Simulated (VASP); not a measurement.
# How biaxial strain in the (111) plane changes GaAs (F-43m)

Wanted: the response of GaAs to biaxial strain in the (111) plane, as a table, with a fit that predicts a row left out.

Main program and level: VASP 6.6.1; LDA; plane waves and PAW (Ga_d, As), in the first sound run; inputs show where later runs differ.

### 1. The starting structure

Symmetry: F-43m, No. 216, cubic system. The conventional cell has a = 5.653 Å, b = 5.653 Å, c = 5.653 Å, α = 90.00°, β = 90.00°, γ = 90.00°. Ga has 4 As at 2.45 Å nearest. Nearest to As lie 4 Ga at 2.45 Å. Farther neighbours are not listed.

Coordinates:

```
Ga As
1.0
     0.00000    2.82650    2.82650
     2.82650    0.00000    2.82650
     2.82650    2.82650    0.00000
Ga As
1 1
Direct
  0.00000 0.00000 0.00000
  0.25000 0.25000 0.25000
```

### 2. Relax the crystal, LDA

The series starts from the cell that this level prefers, so that zero strain is near zero stress.

This step took 2 runs in a row; the last is shown.

Level: LDA; plane waves and PAW (Ga_d, As).

File INCAR:

```
SYSTEM = GaAs
PREC = Accurate
ENCUT = 450
EDIFF = 1E-07
NELM = 120
ISMEAR = 0
SIGMA = 0.02
LREAL = .FALSE.
ALGO = Normal
GGA = CA
NBANDS = 15
LORBIT = 11
LWAVE = .FALSE.
LCHARG = .FALSE.
KPAR = 8
IBRION = 2
NSW = 40
ISIF = 3
EDIFFG = -0.005
POTIM = 0.4
```

File POSCAR:

```
GaAs
1.0
    0.0000000000      2.8045104127      2.8045104127
    2.8045104127      0.0000000000      2.8045104127
    2.8045104127      2.8045104127      0.0000000000
Ga As
1 1
Direct
    0.0000000000      0.0000000000      0.0000000000
    0.2500000000      0.2500000000      0.2500000000
```

File KPOINTS:

```
Automatic mesh
0
Gamma
9 9 9
0 0 0
```

PAW data sets: Ga_d and As (LDA family, release 64).

Started as:

```console
$ mpirun -np 8 vasp_std
```

The log of the run:

```text
[banner, memory and clock lines left out]
running    8 mpi-ranks, on    1 nodes
[...]
|                                                                             |
|           W    W    AA    RRRRR   N    N  II  N    N   GGGG   !!!           |
|           W    W   A  A   R    R  NN   N  II  NN   N  G    G  !!!           |
|           W    W  A    A  R    R  N N  N  II  N N  N  G       !!!           |
|           W WW W  AAAAAA  RRRRR   N  N N  II  N  N N  G  GGG   !            |
|           WW  WW  A    A  R   R   N   NN  II  N   NN  G    G                |
|           W    W  A    A  R    R  N    N  II  N    N   GGGG   !!!           |
|                                                                             |
|     For optimal performance we recommend to set                             |
|       NCORE = 2 up to number-of-cores-per-socket                            |
|     NCORE specifies how many cores store one orbital (NPAR=cpu/NCORE).      |
|     This setting can greatly improve the performance of VASP for DFT.       |
[...]
|     Unfortunately you need to use the default for GW and RPA                |
|     calculations (for HF NCORE is supported but not extensively tested      |
|     yet).                                                                   |
|                                                                             |

 LDA part: xc-table for (Slater(with rela. corr.)+CA(PZ))
 , standard interpolation
 POSCAR, INCAR and KPOINTS ok, starting setup
[...]
entering main loop
       N       E                     dE             d eps       ncg     rms          rms(c)
DAV:   1     0.761070724958E+02    0.76107E+02   -0.84383E+03  1082   0.154E+03
DAV:   2    -0.376930621001E+01   -0.79876E+02   -0.76840E+02  1190   0.295E+02
DAV:   3    -0.977836291862E+01   -0.60091E+01   -0.59869E+01  1260   0.662E+01
DAV:   4    -0.987247978721E+01   -0.94117E-01   -0.94097E-01  1279   0.920E+00
[...]
DAV:  11    -0.963942028539E+01   -0.48186E-05   -0.65580E-06  1218   0.396E-02    0.241E-03
DAV:  12    -0.963942017739E+01    0.10800E-06   -0.45001E-07  1295   0.954E-03    0.191E-03
DAV:  13    -0.963942017814E+01   -0.75397E-09   -0.67322E-08   875   0.215E-03
   1 F= -.96394202E+01 E0= -.96394202E+01  d E =-.963942E+01
[...]
reached required accuracy - stopping structural energy minimisation
```

Run time: 2.4 s. Hardware: 8 MPI ranks of Intel Xeon 6975P-C (Granite Rapids), shared host; peak memory 1.1 GiB; 14 s of CPU time.

Lines that name or quote the potential files are left out of all logs, and their timing lines are given in words.

OUTCAR, selected parts (step 2):

```text
  Total       -0.0019192     -0.0019192     -0.0019192     -0.0000000     -0.0000000      0.0000000
  in kB       -0.0697000     -0.0697000     -0.0697000     -0.0000000     -0.0000000      0.0000000
  external PRESSURE =      -0.0697000 kB  Pullay stress =       0.0000000 kB

 POSITION                                       TOTAL-FORCE (eV/Angst)
 -----------------------------------------------------------------------------------
      0.00000      0.00000      0.00000         0.000000      0.000000     -0.000000
      1.40226      1.40226      1.40226        -0.000000     -0.000000      0.000000
 -----------------------------------------------------------------------------------
    total drift:                                0.000001      0.000001      0.000001

  FREE ENERGIE OF THE ION-ELECTRON SYSTEM (eV)
  ---------------------------------------------------
  free  energy   TOTEN  =        -9.6394201781 eV

  energy  without entropy=       -9.6394201781  energy(sigma->0) =       -9.63942018

 reached required accuracy - stopping structural energy minimisation

[... 3 further parts left out ...]
[key lines of the parts left out:]
E-fermi :   4.1426
```

This run gave:

| Item | Value |
| --- | --- |
| energy(sigma→0) of the program | -9.6394 eV |
| stress, compression positive | -0.01 along [111], -0.01 across it (mean), GPa |
| volume | 44.117 Å³ |
| ionic steps | 1 |

### 3. Strain along the normal, LDA

One member in full: the plane is strained by 0.5 %, and the strain along the normal is moved by secant steps until the normal stress is under 0.012 GPa or five steps are spent; the atoms relax at each step.

Level: LDA; plane waves and PAW (Ga_d, As); cell typed or built by script.

Changes to INCAR since step 2:

```diff
@@ -14,7 +14,7 @@
 LCHARG = .FALSE.
-KPAR = 8
-IBRION = 2
-NSW = 40
-ISIF = 3
-EDIFFG = -0.005
-POTIM = 0.4
+KPAR = 2
+IBRION = 1
+NSW = 25
+ISIF = 2
+EDIFFG = -0.004
+POTIM = 0.3
```

File POSCAR:

```
GaAs
1.0
   -0.0135551340      2.8049778310      2.8049778310
    2.8049778310     -0.0135551340      2.8049778310
    2.8049778310      2.8049778310     -0.0135551340
Ga As
1 1
Direct
    0.0000000000      0.0000000000      0.0000000000
    0.2500000000      0.2500000000      0.2500000000
```

KPOINTS is that of step 2.

Started as:

```console
$ mpirun -np 2 vasp_std
```

The log of the run:

```text
[banner, memory and clock lines left out]
running    2 mpi-ranks, on    1 nodes
[...]
LDA part: xc-table for (Slater(with rela. corr.)+CA(PZ))
 , standard interpolation
 POSCAR, INCAR and KPOINTS ok, starting setup
[...]
entering main loop
       N       E                     dE             d eps       ncg     rms          rms(c)
DAV:   1     0.759141603851E+02    0.75914E+02   -0.84298E+03  2598   0.151E+03
DAV:   2    -0.397493205336E+01   -0.79889E+02   -0.76555E+02  2921   0.293E+02
DAV:   3    -0.978055716558E+01   -0.58056E+01   -0.57874E+01  3047   0.659E+01
DAV:   4    -0.986856574401E+01   -0.88009E-01   -0.87992E-01  3139   0.911E+00
[...]
DAV:  11    -0.963820880969E+01   -0.48631E-05   -0.65535E-06  2928   0.398E-02    0.233E-03
DAV:  12    -0.963820870162E+01    0.10807E-06   -0.45291E-07  3173   0.949E-03    0.189E-03
DAV:  13    -0.963820870192E+01   -0.29650E-09   -0.68257E-08  2122   0.215E-03
   1 F= -.96382087E+01 E0= -.96382087E+01  d E =-.963821E+01
 BRION: g(F)=  0.232E-03 g(S)=  0.000E+00
[...]
DAV:   1    -0.963834971846E+01   -0.14102E-03   -0.14452E-02  2844   0.863E-01    0.109E-02
DAV:   2    -0.963837507178E+01   -0.25353E-04   -0.26497E-04  3110   0.142E-01    0.459E-03
DAV:   3    -0.963837516659E+01   -0.94816E-07   -0.52901E-06  3661   0.206E-02    0.241E-03
DAV:   4    -0.963837504906E+01    0.11754E-06   -0.22524E-07  2936   0.699E-03    0.421E-04
DAV:   5    -0.963837505367E+01   -0.46093E-08   -0.59742E-08  1793   0.239E-03
   2 F= -.96383751E+01 E0= -.96383751E+01  d E =-.166352E-03
 BRION: g(F)=  0.446E-04 g(S)=  0.000E+00 retain N=  1 mean eig= 1.78
 eig:   1.782
[...]
N       E                     dE             d eps       ncg     rms          rms(c)
DAV:   1    -0.963839936321E+01   -0.24314E-04   -0.88424E-03  2844   0.675E-01    0.854E-03
DAV:   2    -0.963841487856E+01   -0.15515E-04   -0.16212E-04  3096   0.111E-01    0.357E-03
DAV:   3    -0.963841493967E+01   -0.61110E-07   -0.32360E-06  3661   0.161E-02    0.188E-03
DAV:   4    -0.963841486699E+01    0.72679E-07   -0.11977E-07  2481   0.545E-03
   3 F= -.96384149E+01 E0= -.96384149E+01  d E =-.398133E-04
 BRION: g(F)=  0.279E-08 g(S)=  0.000E+00 retain N=  1 mean eig= 1.80
 eig:   1.796
 reached required accuracy - stopping structural energy minimisation
```

Elapsed: 16 s, on 2 MPI ranks; peak memory 0.32 GiB.

From OUTCAR (step 3):

```text
  Total       -0.1572026     -0.1572026     -0.1572026      0.0769983      0.0769983      0.0769983
  in kB       -5.6652008     -5.6652008     -5.6652008      2.7748330      2.7748330      2.7748330
  external PRESSURE =      -5.6652008 kB  Pullay stress =       0.0000000 kB

 POSITION                                       TOTAL-FORCE (eV/Angst)
 -----------------------------------------------------------------------------------
     -0.00188     -0.00188     -0.00188        -0.000127     -0.000127     -0.000127
      1.40098      1.40098      1.40098         0.000127      0.000127      0.000127
 -----------------------------------------------------------------------------------
    total drift:                                0.000000      0.000000     -0.000000

  FREE ENERGIE OF THE ION-ELECTRON SYSTEM (eV)
  ---------------------------------------------------
  free  energy   TOTEN  =        -9.6384148670 eV

  energy  without entropy=       -9.6384148670  energy(sigma->0) =       -9.63841487

[... 1 part as in an earlier step ...]

[... 3 further parts left out ...]
[key lines of the parts left out:]
E-fermi :   4.1593
```

Read from the output:

- energy(sigma→0) of the program: -9.6384 eV
- stress, compression positive: -0.01 along [111], -0.84 across it (mean), GPa
- ionic steps: 3

### 4. Band edges, TB-mBJ with spin-orbit coupling

Short lines in KPOINTS_OPT sample the zone centre along and across the normal of the plane, for masses, and the other valleys.

Level: TB-mBJ, spin-orbit coupling; plane waves and PAW (Ga_d, As); cell typed or built by script.

TB-mBJ has no energy functional, so the total energy, stress and pressure in this output mean nothing.

File INCAR:

```
SYSTEM = GaAs
PREC = Accurate
ENCUT = 450
EDIFF = 1E-06
NELM = 150
ISMEAR = 0
SIGMA = 0.02
LREAL = .FALSE.
ALGO = Normal
METAGGA = MBJ
LASPH = .TRUE.
LNONCOLLINEAR = .TRUE.
MAGMOM = 0 0 0 0 0 0
NBANDS = 28
GGA_COMPAT = .FALSE.
LSORBIT = .TRUE.
LWAVE = .FALSE.
LCHARG = .FALSE.
KPAR = 2
```

File POSCAR:

```
GaAs
1.0
   -0.0135551340      2.8049778310      2.8049778310
    2.8049778310     -0.0135551340      2.8049778310
    2.8049778310      2.8049778310     -0.0135551340
Ga As
1 1
Direct
    0.9996632889      0.9996632889      0.9996632889
    0.2503367111      0.2503367111      0.2503367111
```

File KPOINTS:

```
Automatic mesh
0
Gamma
7 7 7
0 0 0
```

File KPOINTS_OPT:

```
Line mode
6
Line-mode
Reciprocal
  0.00000000   0.00000000   0.00000000
  0.02571214   0.02571214   0.02571214

  0.00000000   0.00000000   0.00000000
 -0.01585982   0.01585982  -0.00000000

  0.31000000   0.31000000   0.00000000
  0.50000000   0.50000000   0.00000000

  0.00000000   0.31000000   0.31000000
  0.00000000   0.50000000   0.50000000

  0.45000000   0.45000000   0.45000000
  0.50000000   0.50000000   0.50000000

  0.45000000   0.00000000   0.00000000
  0.50000000   0.00000000   0.00000000

  0.42500000   0.42500000   0.00000000
  0.42489213   0.44732130   0.02232130

  0.50000000   0.50000000   0.50000000
  0.48414018   0.51585982   0.50000000
```

Started as:

```console
$ mpirun -np 2 vasp_ncl
```

The log of the run:

```text
[banner, memory and clock lines left out]
running    2 mpi-ranks, on    1 nodes
[...]
|                                                                             |
|               ----> ADVICE to this user running VASP <----                  |
|                                                                             |
|     You enforced a specific xc type in the INCAR file but a different       |
|     [... a line on the potential file left out ...]
|     I HOPE YOU KNOW WHAT YOU ARE DOING!                                     |
|                                                                             |

 LDA part: xc-table for (None), standard interpolation
 POSCAR, INCAR and KPOINTS ok, starting setup
[...]
entering main loop
       N       E                     dE             d eps       ncg     rms          rms(c)
DAV:   1     0.740242451926E+02    0.74024E+02   -0.77837E+03  4960   0.165E+03
DAV:   2    -0.345393959631E+02   -0.10856E+03   -0.10344E+03  5092   0.390E+02
DAV:   3    -0.478742940293E+02   -0.13335E+02   -0.13137E+02  5592   0.108E+02
DAV:   4    -0.482663421094E+02   -0.39205E+00   -0.39102E+00  5628   0.197E+01
[...]
DAV:  34    -0.464021106158E+02    0.11715E-05   -0.11259E-11  2416   0.398E-05    0.560E-06
DAV:  35    -0.464021090079E+02    0.16080E-05   -0.51816E-12  2428   0.243E-05    0.126E-06
DAV:  36    -0.464021083826E+02    0.62529E-06   -0.31877E-12  2412   0.212E-05
   1 F= -.46402108E+02 E0= -.46402108E+02  d E =-.202674E-31  mag=     0.0000    -0.0000    -0.0000
 Start KPOINTS_OPT (optional k-point list driver)
k-point batch [1-48\48]
       N       E                     dE             ncg
DAV:   1     0.921039110849E+03   -0.17115E+05     2840
DAV:   2    -0.444050690346E+04   -0.53615E+04     2816
DAV:   3    -0.513390285956E+04   -0.69340E+03     3312
DAV:   4    -0.515485117631E+04   -0.20948E+02     3224
DAV:   5    -0.515526203307E+04   -0.41086E+00     3208
DAV:   6    -0.515527980470E+04   -0.17772E-01     3844
DAV:   7    -0.515528020187E+04   -0.39717E-03     3476
DAV:   8    -0.515528020371E+04   -0.18475E-05     2340
DAV:   9    -0.515528020400E+04   -0.28890E-06     2120
```

Elapsed: 3.3 min, on 2 MPI ranks; peak memory 0.81 GiB.

From OUTCAR (step 4):

```text
  LATTYP: Found a trigonal (rhomboedric) cell.
 ALAT       =     3.9668608504
 COS(alpha) =     0.4951616901

 Subroutine GETGRP returns: Found  6 space group operations
 (whereof  6 operations were pure point group operations)

The static configuration has the point symmetry C_3v.

 Found     84 irreducible k-points:

   k-points           NKPTS =     84   k-points in BZ     NKDIM =     84   number of bands    NBANDS=     28

   dimension x,y,z NGX =    28 NGY =   28 NGZ =   28
   dimension x,y,z NGXF=    56 NGYF=   56 NGZF=   56

   ENCUT  =  450.0 eV  33.07 Ry    5.75 a.u.   6.86  6.86  6.86*2*pi/ulx,y,z

   NELECT =      18.0000    total number of electrons

 E-fermi :   4.5466

 k-point     1 :       0.0000    0.0000    0.0000
  band No.  band energies     occupation
    ...
     14       4.0466      1.00000
     15       4.3462      1.00000
     16       4.3462      1.00000
     17       4.3883      1.00000
     18       4.3883      1.00000
     19       5.9829      0.00000
     20       5.9829      0.00000
     21       8.3542      0.00000
     22       8.3542      0.00000
     23       8.5108      0.00000
    ...

 k-point     2 :       0.1429    0.0000   -0.0000
  band No.  band energies     occupation
    ...
     14       2.2800      1.00000
     15       3.8908      1.00000
     16       3.8930      1.00000
     17       4.0981      1.00000
     18       4.1007      1.00000
     19       6.7954      0.00000
     20       6.7960      0.00000
     21       8.8373      0.00000
     22       8.8410      0.00000
     23       8.9771      0.00000
    ...

  Total      -86.3050706    -86.3050706    -86.3050706      0.0833701      0.0833701      0.0833701
  in kB    -3110.2254332  -3110.2254332  -3110.2254332      3.0044557      3.0044557      3.0044557
  external PRESSURE =   -3110.2254332 kB  Pullay stress =       0.0000000 kB

 POSITION                                       TOTAL-FORCE (eV/Angst)
 -----------------------------------------------------------------------------------
      5.59452      5.59452      5.59452         0.053909      0.053909      0.053909
      1.40098      1.40098      1.40098        -0.053909     -0.053909     -0.053909
 -----------------------------------------------------------------------------------
    total drift:                                0.063737      0.063737      0.063737

  FREE ENERGIE OF THE ION-ELECTRON SYSTEM (eV)
  ---------------------------------------------------
  free  energy   TOTEN  =       -46.4021083826 eV

  energy  without entropy=      -46.4021083826  energy(sigma->0) =      -46.40210838

 Spin-Orbit-Coupling matrix elements
 Ion:    1  E_soc:     -0.0113359
 Ion:    2  E_soc:     -0.0225032

[... 1 part as in an earlier step ...]

[... 7 further parts left out ...]
```

### 5. Band edges, r2SCAN with spin-orbit coupling

Short lines in KPOINTS_OPT sample the zone centre along and across the normal of the plane, for masses, and the other valleys.

Level: r2SCAN, spin-orbit coupling; plane waves and PAW (Ga_d, As); cell typed or built by script.

Changes to INCAR since step 4:

```diff
@@ -4,3 +4,3 @@
 EDIFF = 1E-06
-NELM = 150
+NELM = 100
 ISMEAR = 0
@@ -9,3 +9,3 @@
 ALGO = Normal
-METAGGA = MBJ
+METAGGA = R2SCAN
 LASPH = .TRUE.
```

POSCAR is that of step 4.

KPOINTS is that of step 4.

KPOINTS_OPT is that of step 4.

Started as:

```console
$ mpirun -np 2 vasp_ncl
```

The log of the run:

```text
[banner, memory and clock lines left out]
running    2 mpi-ranks, on    1 nodes
[...]
[... a notice as in an earlier step ...]

 LDA part: xc-table for (None), standard interpolation
 POSCAR, INCAR and KPOINTS ok, starting setup
[...]
entering main loop
       N       E                     dE             d eps       ncg     rms          rms(c)
DAV:   1    -0.164632864666E+03   -0.16463E+03   -0.81041E+03  5008   0.172E+03
DAV:   2    -0.279280475103E+03   -0.11465E+03   -0.10921E+03  5132   0.416E+02
DAV:   3    -0.293828787434E+03   -0.14548E+02   -0.14364E+02  5644   0.115E+02
DAV:   4    -0.294271291594E+03   -0.44250E+00   -0.44142E+00  5564   0.217E+01
[...]
DAV:  10    -0.292231969182E+03   -0.11093E-04   -0.22515E-04  5252   0.163E-01    0.400E-02
DAV:  11    -0.292231957429E+03    0.11753E-04   -0.14883E-05  5900   0.363E-02    0.101E-02
DAV:  12    -0.292231957944E+03   -0.51546E-06   -0.52234E-06  5068   0.334E-02
   1 F= -.29223196E+03 E0= -.29223196E+03  d E =-.264298E-11  mag=    -0.0000     0.0000    -0.0000
 Start KPOINTS_OPT (optional k-point list driver)
k-point batch [1-48\48]
       N       E                     dE             ncg
DAV:   1     0.620575755213E+03   -0.17415E+05     2828
DAV:   2    -0.489012270222E+04   -0.55107E+04     2824
DAV:   3    -0.561863546248E+04   -0.72851E+03     3340
DAV:   4    -0.564193994125E+04   -0.23304E+02     3140
DAV:   5    -0.564238146365E+04   -0.44152E+00     3140
DAV:   6    -0.564240025449E+04   -0.18791E-01     3692
DAV:   7    -0.564240069050E+04   -0.43601E-03     3456
DAV:   8    -0.564240069872E+04   -0.82135E-05     2440
DAV:   9    -0.564240069900E+04   -0.28512E-06     2012
```

It took 6.2 min on 2 MPI ranks; peak memory 0.8 GiB; 9.7 min of CPU time.

(Part 1 of 2 ends here.)

[Lines on the potential files, build, host, timing and source positions are cut from VASP's logs without a mark.]

[Logs are printed without paths, hosts, clocks, repeated set-up lines and the standing remarks that a program may print on its own settings, such as how far it seeks lower states.]

[Hosts, paths, dates, database ids (printed as entryN), source tags and the programs' standing remarks are cut or masked in the printed files.]

[In band tables of VASP the shares of atoms and orbitals are scaled to a sum of 1 inside the atoms' spheres.]
